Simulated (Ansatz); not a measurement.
# BAs (Pm-3m) in Ansatz: electric field gradients with PBE

Aim: the electric field gradients of BAs with PBE.

Program: Ansatz 0.2.0. These are calculated values, not measurements. Logs are shortened: lines on timing, memory, paths and dates and some standing lists are left out, and cuts for length are marked.

### Step 1. The structure

It takes space group Pm-3m (No. 221, cubic). The conventional cell has a = 2.934 Å, b = 2.934 Å, c = 2.934 Å, α = 90.00°, β = 90.00°, γ = 90.00°. B (site symmetry m-3m) is surrounded by 8 As at 2.54 Å. As (site symmetry m-3m) has 8 B at 2.54 Å as nearest neighbours.

The cell was built by a generator and needn't be a form met in nature.

### Step 2. Electric field gradients, PBE

Input file input.yaml:

```yaml
crystal:
  lattice:
    - [2.93437, 0.0, 0.0]
    - [0.0, 2.93437, 0.0]
    - [0.0, 0.0, 2.93437]
  atoms:
    - { symbol: B, position: [0.5, 0.5, 0.5] }
    - { symbol: As, position: [0.0, 0.0, 0.0] }
kpoints:
  mp_grid: { grid: [9, 9, 9] }
scf:
  occupations: { method: fermi_dirac, width: 0.05 }
hamiltonian:
  xc: pbe
  pseudopotentials: { kind: all_electron, datasets: crystal }
output:
  forces: true
  stress: true
  eigenvalues: true
  efg: {}
```

Potentials or basis: all-electron PAW datasets made for the crystal.

Launch:

```console
ansatz run input.yaml --threads 1 --pin off --max-ram 3072MiB --backend cpu --events-out ev --progress --plain --runs-dir out
```

Standard output:

```text
Warning: RAYON_NUM_THREADS=1 ignored (pool sized by the plan → 1); use --threads N
hamiltonian.pseudopotentials.datasets: crystal makes datasets for this crystal and solves the spheres of its atoms anew in each pass: cutoff 200.0 eV, the density's 800.0 eV; for an error of 0.50 meV an atom under PBE, 1.0 meV for the cell; an energy difference from a run of another recipe may be off by several times the error for the cell, under r2SCAN by more, where some 0.1 meV an atom stays at smaller errors; B in spheres of 1.238 Å, 3 of its electrons in bands; As in spheres of 1.296 Å, 5 of its electrons in bands, 10 on its site; only band paths and densities of states list, in semicore columns, the levels of the semicore shells that are solved separately: 3d of As
Engine: ansatz 0.2.0, x86_64-unknown-linux-gnu
Pseudopotentials: kind: all_electron
Pseudopotential: B, paw, valence charge 3, recommended cutoff 200 eV (normal), crystal/all_electron/pbe/scalar/gaussian/B, Koelling and Harmon's equation, gaussian nucleus
Pseudopotential: As, paw, valence charge 15, recommended cutoff 200 eV (normal), crystal/all_electron/pbe/scalar/gaussian/As, Koelling and Harmon's equation, gaussian nucleus
Functional definition: PBE
  parameter kappa = 0.804
  parameter beta = 0.06672455060314922
  exchange = pbe_x(kappa = kappa, mu = beta*pi^2/3)
  correlation = pbe_c(beta = beta)
Crystal: 2 atoms, lattice volume = 25.266 Å³
Basis set: ecut = 200 eV, 171 PW (Γ), exchange–correlation on 30×30×30 points (8 copies of the dense FFT grid, shifted against one another)
Bands: 8, of which v1, the nominal top of the filled ones, is band 4 counted from 1 (3 counted from 0)
Symmetry: 48 space group operations
Space group: Pm-3m (ITA 221), of the structure as read, at distance tolerance 2.9e-5 Å
k-points: 35 of 729
Non-local potential: B, projectors of the file, l = 0: 1, l = 1: 2
Non-local potential: As, projectors of the file, l = 0: 1, l = 1: 1
PAW form: soft (Blöchl's): semilocal exchange-correlation on the pseudo side does not see the compensation charge
PAW one-centre angular grid: B, 110 points (default); XC on its mesh's 2049 points in the sphere
PAW one-centre angular grid: As, 110 points (default); XC on its mesh's 1889 points in the sphere
Initial density: superposition of atomic densities (neutral atoms: chi_scale 0, normalization atom)
Initial wavefunctions: pseudopotential atomic-orbital guess
Functional: x = pbe(κ = 0.804, μ = 0.2195149727645171), c = pbe(β = 0.06672455060314922)
iter 1 solved again at ethr=5.51e-3 eV; its pass at ethr=1.00e-1 eV (dr2=4.41e-1 eV) is discarded
SCF iter   1: F=—  HF=-62197.158915 eV  |F-HF|=—  |Δ(HF+E_count)|=         —  Δρ=3.11e-2  dr2=4.22e-1  ethr=5.51e-3  ⟨swp⟩=2.9  Hψ=3389  notcnv=0
automatic band count: the SCF goes on with 12 bands, as 8 were too few: the levels above may hold too much charge
preconditioner: auto → none  [metal: Δε(μ)=0.106 eV  Ē_g=15.554 eV  σ=0.050 eV  W_gap=0.48  n_scr=6 (ndim 8)  ℏωp=20.9 eV  f_vac=0.000  D(μ)=0.99/eV (n_scr^D=6)  sad-step TF]
SCF iter   2: F=—  HF=-62197.102088 eV  |F-HF|=—  |Δ(HF+E_count)|=   5.68e-2  Δρ=1.42e-2  dr2=8.31e-2  ethr=5.28e-3  ⟨swp⟩=2.1  Hψ=842  notcnv=0
iter 3 solved again at ethr=4.98e-6 eV; its pass at ethr=1.04e-3 eV (dr2=3.98e-4 eV) is discarded
SCF iter   3: F=—  HF=-62197.086346 eV  |F-HF|=—  |Δ(HF+E_count)|=   1.57e-2  Δρ=1.59e-3  dr2=3.99e-4  ethr=4.98e-6  ⟨swp⟩=2.0  Hψ=1835  notcnv=0
SCF iter   4: F=—  HF=-62197.084560 eV  |F-HF|=—  |Δ(HF+E_count)|=   1.79e-3  Δρ=7.06e-4  dr2=7.12e-5  ethr=4.98e-6  ⟨swp⟩=2.9  Hψ=624  notcnv=0
SCF iter   5: F=—  HF=-62197.084086 eV  |F-HF|=—  |Δ(HF+E_count)|=   4.74e-4  Δρ=2.08e-4  dr2=1.87e-5  ethr=8.90e-7  ⟨swp⟩=3.0  Hψ=1125  notcnv=0
SCF iter   6: F=—  HF=-62197.084088 eV  |F-HF|=—  |Δ(HF+E_count)|=   1.95e-6  Δρ=1.60e-4  dr2=1.17e-5  ethr=2.34e-7  ⟨swp⟩=2.9  Hψ=617  notcnv=0
SCF iter   7: F=—  HF=-62197.084086 eV  |F-HF|=—  |Δ(HF+E_count)|=   2.46e-6  Δρ=8.44e-5  dr2=3.21e-6  ethr=1.47e-7  ⟨swp⟩=2.1  Hψ=569  notcnv=0
SCF iter   8: F=—  HF=-62197.084085 eV  |F-HF|=—  |Δ(HF+E_count)|=   8.56e-7  Δρ=2.84e-5  dr2=3.69e-7  ethr=4.02e-8  ⟨swp⟩=2.0  Hψ=564  notcnv=0
SCF iter   9: F=-62197.084085 eV  HF=-62197.084085 eV  |F-HF|=6.65e-9  |Δ(HF+E_count)|=   1.04e-7  Δρ=4.57e-6  dr2=9.06e-9  ethr=4.62e-9  ⟨swp⟩=2.0  Hψ=564  notcnv=0
SCF 1 converged in 9 iterations: F = -62197.084082 eV  dr2 = 9.06e-9
  Residual-converged pass: ⟨swp⟩=3.0  Hψ=680  notcnv=0  max |occ|·‖R‖ = 4.9e-6 eV (tolerance 5.3e-6 eV)  dr2=8.93e-9  dr2_onsite=2.76e-9  max |Δocc| = 1.5e-10
SCF converged after 9 iterations
Free energy (F): -62197.084082 eV
Harris-Foulkes:  -62197.084082 eV  (|F-HF|=6.65e-9)
Internal energy: -62197.073977 eV  (E = F + TS)
E sigma→0 (E₀):  -62197.079029 eV
Entropy (-TS):   -0.010104 eV (-5.052 meV/atom)
Past the cutoff: the bands carry plane waves up to 1.75 times it, of which those up to 1.5 times it add -0.000135 eV an atom, each by itself; the spheres take 0.000047 eV an atom off the energy for waves past 1.75 times it
By the cutoff:   a pressure is off by up to 0.005 GPa (1.2 times the spheres' own share and the shells' term, over an atom's volume, and 0.004 GPa: a bound that held against runs at twice the plane waves)
Past the cutoffs: a stress includes 0.0010 GPa for waves and charges beyond them, in addition to the slope of what the spheres take
In the spheres:  the bands' charges fall short by 2.4e-7 e at most (sound up to 1e-3), those of shells solved beside the bands by 1.0e-7 e (sound up to 5e-4)
Fermi energy:    13.118012 eV
--- Per-component energies (eV) ---
  E_band       = 57.575820
  E_kinetic    = 101.473756
  E_local      = -1225.931627  (includes V_loc(G=0)·N_el)
  E_nonlocal   = -2.520074
  E_hartree    = 627.751963
  E_xc         = -90.871330
  E_vxc        = -111.250042  (∫ρ·V_xc dr)
  E_paw        = -64963.510536  (= ΣΔE_a)
  E_vpaw       = -5122.348868  (= ΣTr[D̂ρ^β])
  E_ewald      = -1806.112665
  E_smearing   = -0.010104  (= −TS)
  E_closure    = 5162.646535  (closes the sum)
  Σ components = -62197.084082   (vs F -62197.084082, Δ=0.00e0)
  The terms above E_closure are by the made datasets' own strengths, without shells solved beside the bands.
--- Forces (eV/Å), atoms counted from 1 ---
  atom   1  B      0.00000000    -0.00000000     0.00000000
  atom   2  As    -0.00000000     0.00000000    -0.00000000
  max |Σ_I F_I| component: 6.25e-31 eV/Å
--- Stress (GPa, compression-positive) ---
        0.354855       0.000000      -0.000000
       -0.000000       0.354855       0.000000
        0.000000       0.000000       0.354855
  P = ⅓ Tr σ = 0.3549 GPa (3.549 kbar)
  It holds what live shells' own plane waves past their cutoff add
--- PAW observables at the nuclei: V_zz in 10²¹ V/m², potentials from the cell's mean, atoms counted from 1 ---
  atom   1  B  V_zz =    +0.000000   η = 0.0000   by run symmetry: forbidden
            electrostatic potential = -327.771151 V   contact ρ = 490.589710 e/Å³
  atom   2  As V_zz =    -0.000000   η = 0.0000   by run symmetry: forbidden
            electrostatic potential = -4517.142896 V   contact ρ = 235604.922622 e/Å³
--- Band table (eV; the first three rows and the last of 35) ---
  k-point 0: bands = ["-2.5133", "12.3944", "12.3944", "12.3944", "12.9932", "18.9198", "18.9198", "22.5525", "22.5525", "22.5525"]
  k-point 1: bands = ["-2.3188", "10.3345", "12.5949", "12.5949", "14.0325", "19.1211", "20.2862", "22.0456", "22.0456", "22.2191"]
  k-point 2: bands = ["-1.7433", "7.7191", "13.1912", "13.1912", "14.7647", "19.7216", "20.6365", "20.6963", "20.6963", "24.0305"]
  k-point 34: bands = ["5.4116", "9.0199", "9.7936", "9.7936", "10.8304", "11.9473", "11.9473", "13.2674", "32.3423", "32.6662"]
```

It took 9.7 s on 1 thread of Intel Xeon at 2.50GHz (Skylake/Cascade Lake), shared host; peak memory 0.4 GiB.

Results:

```
Free energy            : -62197.0841 eV
Pressure               : 0.4 GPa
Band gap on the k mesh : none (metal or under the smearing width)
```
